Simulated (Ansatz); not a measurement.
CdS:

```xyz
2
Lattice="0.0000 2.7532 2.7532 2.7532 0.0000 2.7532 2.7532 2.7532 0.0000" Properties=species:S:1:pos:R:3 pbc="T T T"
Cd    0.0000    0.0000    0.0000
S     2.7532    2.7532    2.7532
```

Measurements of this composition are mostly on another form, of space group No. 186.

* Program: Ansatz 0.2.0
* Task: single point
* Functional: PBE
* Potentials or basis: Ansatz PAW
* Cutoff: 420 eV (not typed: the program's choice for these potentials)
* k mesh: 8 × 8 × 8
* Occupations: fermi-dirac, width 0.05 eV
* Spin: no spin polarisation

On this cell: pressure -0.4 GPa; largest force zero by symmetry; band gap on the k mesh 0.26 eV, indirect (least direct gap 1.56 eV).

The same run follows on a disturbed copy (atoms moved at random, drawn with an rms of 0.05 Å):

```xyz
2
Lattice="0.0000 2.7532 2.7532 2.7532 0.0000 2.7532 2.7532 2.7532 0.0000" Properties=species:S:1:pos:R:3 pbc="T T T"
Cd   -0.0264    0.0482   -0.0506
S     2.7295    2.7484    2.7389
```

Task: What does the disturbed cell give?

Result: The energy moves by +1.2 meV/atom; pressure -0.3 GPa; largest force 0.080 eV/Å; band gap on the k mesh 0.27 eV, indirect (least direct gap 1.55 eV).

Forces in eV/Å, atoms in the order of the input:
```
Cd   0.003 -0.066  0.044
S   -0.003  0.066 -0.044
```

Stress tensor (GPa, compression positive):
```
-0.46  0.00  0.00
 0.00 -0.21  0.02
 0.00  0.02 -0.34
```

A k mesh can miss the band edges.
